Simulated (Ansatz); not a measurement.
## Ag under changes of volume

One of the cells (18.154 Å³/atom); the others are scaled copies at fixed shape and fractional positions:

```xyz
1
Lattice="-1.6557 1.6557 1.6557 1.6557 -1.6557 1.6557 1.6557 1.6557 -1.6557" Properties=species:S:1:pos:R:3 pbc="T T T"
Ag    0.0000    0.0000    0.0000
```

This isn't the form of Ag at room conditions, which is fcc.

- Program: Ansatz 0.2.0
- Functional: PBEsol
- Potentials or basis: Ansatz PAW
- Cutoff: 420 eV (not typed: the program's choice for these potentials)
- k mesh: 11 × 11 × 11
- Occupations: fermi-dirac, width 0.05 eV
- Spin: no spin polarisation

| volume (Å³/atom) | energy over the lowest point (meV/atom) | pressure (GPa) |
| --- | --- | --- |
| 17.065 | 0.00 | -1.8 |
| 17.428 | 6.39 | -3.9 |
| 17.791 | 17.23 | -5.7 |
| 18.154 | 31.92 | -7.3 |
| 18.517 | 49.93 | -8.6 |
| 18.880 | 70.80 | -9.8 |
| 19.243 | ? | ? |

Problem. What does the run at 19.243 Å³/atom give?

Solution. Energy over the lowest point 94.11 meV/atom; pressure -10.8 GPa.

Worked out: A Birch-Murnaghan fit of order 3 (a polynomial in V^(-2/3)) to the other rows has its minimum at 16.80 Å³/atom, just outside them, with B0 = V·E''(V) = 116 GPa and B' = 5.6. It gives 94.12 meV/atom at 19.243 Å³/atom, against the run's 94.11, and -dE/dV = -10.8 GPa, against -10.8.

Energies are extrapolated to zero smearing.

Caveats: the PAW data sets come from PBE, with cores solved anew for the run's functional, which leaves a small shift of forces and pressure.
